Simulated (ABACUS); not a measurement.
# W (Im-3m) in ABACUS: single point with TPSS

Aim: the single point of W with TPSS.

All numbers are computed with ABACUS 3.10.1; they aren't measurements. Logs are shortened: lines on timing, memory, paths and dates and some standing lists are left out, and cuts for length are marked.

## 1. The crystal as given

It takes space group Im-3m (No. 229, cubic). The conventional cell has a = 3.165 Å, b = 3.165 Å, c = 3.165 Å, α = 90.00°, β = 90.00°, γ = 90.00°. Around W (site symmetry m-3m) lie 8 W at 2.74 Å.

## 2. Single point, TPSS

run_abacus.py reads:

```python
"""ABACUS run from a structure file: ASE reads it, the script writes STRU, KPT and INPUT."""
import re
import subprocess
from ase.io import read
from ase.units import Bohr

atoms = read("POSCAR")
atoms = atoms[(-atoms.numbers).argsort(kind="stable")]  # ABACUS lists atoms element by element
pseudo = {'W': 'W_ONCV_PBE-1.2.upf'}
orbital = {}
magmoms = None
kmesh = [8, 8, 8]
params = {
    'suffix': 'W',
    'calculation': 'scf',
    'basis_type': 'pw',
    'pseudo_dir': './',
    'symmetry': 1,
    'dft_functional': 'MGGA_X_TPSS+MGGA_C_TPSS',
    'ecutwfc': 86,
    'pseudo_rcut': 10,
    'nspin': 1,
    'nbands': 24,
    'ks_solver': 'dav',
    'smearing_method': 'fd',
    'smearing_sigma': 0.00367493,
    'scf_thr': 1e-08,
    'scf_nmax': 100,
    'mixing_type': 'broyden',
    'mixing_beta': 0.7,
    'cal_force': 1,
    'cal_stress': 1,
    'mixing_tau': 1,
    'out_chg': 1,
    'kpar': 4,
}

symbols = atoms.get_chemical_symbols()
elements = list(dict.fromkeys(symbols))
lines = ["ATOMIC_SPECIES"] + [f"{e} {atoms.get_masses()[symbols.index(e)]:.4f} {pseudo[e]}" for e in elements]
if orbital:
    lines += ["", "NUMERICAL_ORBITAL"] + [orbital[e] for e in elements]
lines += ["", "LATTICE_CONSTANT", f"{1 / Bohr:.10f}", "", "LATTICE_VECTORS"]
lines += [" ".join(f"{x:.10f}" for x in v) for v in atoms.cell]
lines += ["", "ATOMIC_POSITIONS", "Direct"]
for e in elements:
    lines += ["", e, "0.0", str(symbols.count(e))]
    for i, p in enumerate(atoms.get_scaled_positions(wrap=False)):
        if symbols[i] == e:
            mag = "" if magmoms is None else " mag " + " ".join(str(x) for x in (magmoms[i] if isinstance(magmoms[i], list) else [magmoms[i]]))
            lines.append(" ".join(f"{x:.10f}" for x in p) + " 1 1 1" + mag)
open("STRU", "w").write("\n".join(lines) + "\n")
open("KPT", "w").write("K_POINTS\n0\nGamma\n%d %d %d 0 0 0\n" % tuple(kmesh))
open("INPUT", "w").write("INPUT_PARAMETERS\n" + "".join(f"{k:<20s}{v}\n" for k, v in params.items()))

done = subprocess.run(['mpirun', '-np', '4', 'abacus'])
if done.returncode:
    raise SystemExit(done.returncode)
log = open("OUT.W/running_scf.log").read()
print("final energy (eV):", re.findall(r"FINAL_ETOT_IS (\S+)", log))
```

POSCAR reads:

```
W
1.0
   -1.5823450000      1.5823450000      1.5823450000
    1.5823450000     -1.5823450000      1.5823450000
    1.5823450000      1.5823450000     -1.5823450000
W
1
Direct
    0.0000000000      0.0000000000      0.0000000000
```

Potentials or basis: SG15 ONCV 1.2 PBE, plane waves.

Started as:

```
$ OMP_NUM_THREADS=1 python run_abacus.py > log
```

running log:

```text
ABACUS v3.10.1

               Atomic-orbital Based Ab-initio Computation at UStc

 ------------------------------------------------------------------------------------

 READING GENERAL INFORMATION
                           global_out_dir = OUT.W/
                           global_in_card = INPUT
                               pseudo_dir = ./
                              orbital_dir =
                                    DSIZE = 4
                                    GSIZE = 1

 READING UNITCELL INFORMATION
                                    ntype = 1
                  lattice constant (Bohr) = 1.88973
              lattice constant (Angstrom) = 1

 READING ATOM TYPE 1
                               atom label = W
                      L=0, number of zeta = 1
                      L=1, number of zeta = 1
                      L=2, number of zeta = 1
             number of atom for this type = 1

                        TOTAL ATOM NUMBER = 1
DIRECT COORDINATES
    atom                   x                   y                   z     mag                  vx                  vy                  vz
taud_W1            0.0000000000        0.0000000000        0.0000000000  0.0000        0.0000000000        0.0000000000        0.0000000000

                          Volume (Bohr^3) = 106.945
                             Volume (A^3) = 15.8476

 Lattice vectors: (Cartesian coordinate: in unit of a_0)
             -1.58234            +1.58234            +1.58234
             +1.58234            -1.58234            +1.58234
             +1.58234            +1.58234            -1.58234
 Reciprocal vectors: (Cartesian coordinate: in unit of 2 pi/a_0)
                   +0           +0.315987           +0.315987
            +0.315987                  +0           +0.315987
            +0.315987           +0.315987                  +0
 The esolver type has been set to : ksdft_pw

                PAO radial cut off (Bohr) = 10

 Read in pseudopotential file is W_ONCV_PBE-1.2.upf
                     pseudopotential type = NC
          exchange-correlation functional = PBE
                 nonlocal core correction = 0
                        valence electrons = 28
                                     lmax = 3
                           number of zeta = 0
                     number of projectors = 8
                           L of projector = 0
                           L of projector = 0
                           L of projector = 1
                           L of projector = 1
                           L of projector = 2
                           L of projector = 2
                           L of projector = 3
                           L of projector = 3
 XC functional updated to : MGGA_X_TPSS+MGGA_C_TPSS
          exchange-correlation functional = MGGA_X_TPSS+MGGA_C_TPSS
     initial pseudo atomic orbital number = 0

 SETUP THE ELECTRONS NUMBER
             electron number of element W = 28
       total electron number of element W = 28
            AUTOSET number of electrons:  = 28
[... 129 lines left out ...]
              fft grid for wave functions = [ 32, 32, 32 ]
                    number of plane waves = 2123
                         number of sticks = 221

 PARALLEL PW FOR WAVE FUNCTIONS
     PROC   COLUMNS(POT)             PW
        1            221           2123
 --------------- sum -------------------
        1            221           2123

 SETUP NONLOCAL PSEUDOPOTENTIALS IN PLANE WAVE BASIS
 W non-local projectors:
 projector 1 L=0
 projector 2 L=0
 projector 3 L=1
 projector 4 L=1
 projector 5 L=2
 projector 6 L=2
 projector 7 L=3
 projector 8 L=3
      TOTAL NUMBER OF NONLOCAL PROJECTORS = 32

 Init Non-Local PseudoPotential table :
 Init Non-Local-Pseudopotential done.

                                     npwx = 1453

 -------------------------------------------
 SELF-CONSISTENT
 -------------------------------------------
                                 init_chg = atomic

 PW ALGORITHM --------------- ION=   1  ELEC=   1--------------------------------
 Notice: Threshold on eigenvalues was too large.
 hsover_error=0.28 > DRHO=0.0823675
 Origin diag ethr = 0.01
 New diag ethr = 0.00029417

 Density error is 0.0819712691363
                          Error Threshold = 0.000294169639434
----------------------------------------------------------
     Energy           Rydberg                 eV
----------------------------------------------------------
 E_KohnSham     -543.5307060995      -7395.1146409161
 E_Harris       -547.3680439708      -7447.3243011181
 E_Fermi        2.6052819817         35.4466798479
----------------------------------------------------------
[... 51 lines left out ...]
 Density error is 2.0096791841e-09
                          Error Threshold = 2.47789643657e-09
----------------------------------------------------------
     Energy           Rydberg                 eV
----------------------------------------------------------
 E_KohnSham     -543.5938561162      -7395.9738409720
 E_KS(sigma->0) -543.5938424310      -7395.9736547756
 E_Harris       -543.5932345267      -7395.9653838141
 E_band         14.6196228180        198.9101729357
 E_one_elec     -118.7288480375      -1615.3888502867
 E_Hartree      94.4161604230        1284.5977650350
 E_xc           -42.1959498915       -574.1053510474
 E_Ewald        -477.0851912397      -6491.0770322801
 E_entropy(-TS) -0.0000273704        -0.0003723928
 E_descf        0.0000000000         0.0000000000
 E_exx          0.0000000000         0.0000000000
 E_Fermi        2.5908518961         35.2503484608
----------------------------------------------------------

 charge density convergence is achieved
 final etot is -7395.973841 eV
 EFERMI = 35.250348461 eV

 STATE ENERGY(eV) AND OCCUPATIONS    NSPIN == 1
 1/8 kpoint (Cartesian) = 0.0000 0.0000 0.0000 (1433 pws)
       1       -38.9753     0.00390625
       2       -2.43909     0.00390625
       3       -2.43909     0.00390625
       4       -2.43909     0.00390625
       5        7.29029     0.00390625
       6        7.29029     0.00390625
[... 146 lines left out ...]
      23        60.9529        0.00000
      24        66.3958        0.00000

[... levels at 2 further k points ...]

------------------------------------------------------------------------------------------
 TOTAL-FORCE (eV/Angstrom)
------------------------------------------------------------------------------------------
                        W1         0.0000000000         0.0000000000         0.0000000000
------------------------------------------------------------------------------------------

----------------------------------------------------------------
 TOTAL-STRESS (KBAR)
----------------------------------------------------------------
        12.8400356748         0.0000000000         0.0000000000
         0.0000000000        12.8400356748        -0.0000000000
        -0.0000000000        -0.0000000000        12.8400356748
----------------------------------------------------------------
 TOTAL-PRESSURE: 12.840036 KBAR

 --------------------------------------------
 !FINAL_ETOT_IS -7395.9738409720239360 eV
 --------------------------------------------
```

STRU:

```text
ATOMIC_SPECIES
W 183.8400 W_ONCV_PBE-1.2.upf

LATTICE_CONSTANT
1.8897261258

LATTICE_VECTORS
-1.5823450000 1.5823450000 1.5823450000
1.5823450000 -1.5823450000 1.5823450000
1.5823450000 1.5823450000 -1.5823450000

ATOMIC_POSITIONS
Direct

W
0.0
1
-0.0000000000 0.0000000000 0.0000000000 1 1 1
```

Run time: 7.1 s. Hardware: 4 MPI ranks of Intel Xeon Platinum 8559C (Emerald Rapids), shared host; peak memory 0.36 GiB.

Results:

```
Free energy            : -7395.9738 eV
Pressure               : 1.3 GPa
Band gap on the k mesh : none (metal or under the smearing width)
```

Caveat: the potentials were made for another functional, which shifts forces and pressure. Spin-orbit coupling is left out, which matters for the levels of W.
